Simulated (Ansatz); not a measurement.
Crystal: Mo.

```xyz
1
Lattice="-1.5838 1.5838 1.5838 1.5838 -1.5838 1.5838 1.5838 1.5838 -1.5838" Properties=species:S:1:pos:R:3 pbc="T T T"
Mo    0.0000    0.0000    0.0000
```

Base run:

```yaml
Program: Ansatz 0.2.0
Functional: PBE
Potentials_or_basis: all-electron LAPW, scalar-relativistic
Cutoff: 249 eV
Density_cutoff: 995 eV
Basis_error_allowed: 0.001 eV/atom
k_mesh: 12 × 12 × 12
Occupations: fermi-dirac, width 0.05 eV
Spin: no spin polarisation
```

Its results: pressure -1.9 GPa.

Q: After a change of settings the same cell gave: pressure 0.6 GPa. Which change was it?
A. occupations from fermi-dirac, width 0.05 eV to gaussian, width 0.014 eV
B. functional from PBE to revPBE
C. functional from PBE to PBEsol; k mesh from 12 × 12 × 12 to 9 × 9 × 9
D. functional from PBE to PBEsol; potentials or basis from all-electron LAPW, scalar-relativistic to all-electron PAW datasets made for the crystal

A: B.

revPBE binds less tightly than PBE, so the same cell stands under more pressure.

Not every run made on this cell is shown here.
